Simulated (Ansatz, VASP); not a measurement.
TiCo: VASP beside Ansatz

```xyz
2
Lattice="3.0254 0.0000 0.0000 0.0000 3.0254 0.0000 0.0000 0.0000 3.0254" Properties=species:S:1:pos:R:3 pbc="T T T"
Co    1.5127    1.5127    1.5127
Ti    0.0000    0.0000    0.0000
```

Change from the starting cell: volume scaled by 1.04.

Alike in both runs: task single point; functional PBEsol; k mesh 9 × 9 × 9; occupations fermi-dirac, width 0.05 eV; collinear spin, ferromagnetic start.

|  | VASP | Ansatz |
| --- | --- | --- |
| version | VASP 6.6.1 | Ansatz 0.2.0 |
| potentials or method | VASP PAW PBE potentials, release 64 (Co, Ti_sv) | Ansatz PAW |
| plane-wave cutoff (eV) | 520 | 420 |
| valence electrons in the cell | 21 | 29 |

```csv
,VASP,Ansatz,Ansatz less VASP
gap on the k mesh at the Fermi level (eV),none,none,-
pressure (GPa),-13.8,-13.4,+0.41
net moment per atom (μB),0.38,0.40,+0.019
size of the moment on the site where the two differ most (μB),0.86,0.91,+0.056
```

Site moments also hang on the region over which each program counts them. A gap of «none» marks a metal or a gap that the smearing closes. The two sets of potentials don't hold the same shells in valence.

Caveats: the PAW data sets were made with another functional, which shifts forces and pressure a little (VASP); the PAW data sets come from PBE, with cores solved anew for the run's functional, which leaves a small shift of forces and pressure (Ansatz).
